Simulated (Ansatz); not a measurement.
Runs of Ansatz 0.2.0 on Hf. The structure is cubic, space group Im-3m (No. 229). Conventional cell: a = 3.610 Å, b = 3.610 Å, c = 3.610 Å, α = 90.00°, β = 90.00°, γ = 90.00°. Hf (site symmetry m-3m) has 8 Hf at 3.13 Å as nearest neighbours. This isn't the form of Hf at room conditions, which is hcp.

```tsv
task	level	potentials or basis	spin	U	cell	k mesh	cutoff (eV)	smearing	driver	hubbard projectors	broadening	double counting	points for each segment of the path	other keys	gap on the mesh (eV)	pressure (GPa)
optical spectrum	PBE+U	PseudoDojo standard	off	Hf d U = 3.5 eV	as given	10 × 10 × 10	789	gaussian 0.1 eV	chain	all-electron-ortho-atomic	0.1 eV	fll (the default)	-	scf.eigensolver.kind = davidson; basis.precision = f64	none	-
projected density of states	PBEsol+D3(BJ)	Ansatz PAW	off	-	as given	10 × 10 × 10	420	cold 0.025 eV	chain	-	-	-	-	-	none	-12.4
single point	RPBE+D3(BJ)+U	Ansatz PAW	off	Hf d U = 5.3 eV	volume scaled by 0.88	10 × 10 × 10	420	tetrahedron	chain	ortho-atomic (the default)	-	amf	-	kpoints.mp_grid.shift = [0.5, 0.5, 0.5]	none	(a)
single point	PBEsol	PseudoDojo standard	non-collinear, ferromagnetic start	-	as given	10 × 10 × 10	789	fermi-dirac 0.01 eV	calculator	-	-	-	-	-	-	-8.7
band structure	PBE+D3(BJ)+U	PseudoDojo PBEsol stringent	SOC, no magnetisation	Hf d U = 6 eV	as given	10 × 10 × 10	1796	tetrahedron	chain	ortho-atomic	-	fll (the default)	14	accuracy = medium	none	3.7
projected density of states	PBEsol+D3(BJ)	Ansatz PAW	off	-	as given	10 × 10 × 10	420	cold 0.025 eV	-	-	-	-	-	-	none	-12.4
electron localisation function	PBEsol+D4	PseudoDojo PBEsol	off	-	cell strained at random at fixed volume	8 × 8 × 8	789	tetrahedron	chain	-	-	-	-	-	none	-9.5
density of states	r2SCAN+U	Ansatz PAW	SOC, no magnetisation	Hf d U = 8 eV	as given	10 × 10 × 10	500	tetrahedron	chain	atomic	-	amf	-	basis.xc_grid = 2	none	5.1
```

**Question.** Fill in the values left out.

**Answer.** (a) -20.0.

Caveats: pairwise dispersion overbinds metals, which lowers pressure and volume (some runs); U without spin polarisation on a metal has little footing (some runs); the U is typed as a test and isn't derived for this compound (some runs); with tetrahedron occupations forces and stress needn't match the slope of the energy (some runs); the potentials were made for another functional, which shifts forces and pressure (some runs); spectra need much finer meshes, so this one isn't converged (some runs); independent-particle spectra lack excitons (some runs).

A k mesh can miss the band edges, and rows without SOC leave out spin-orbit coupling on Hf.

A gap of «none» marks a metal or a gap under the smearing width.

The runs don't all hold the same shells in valence.
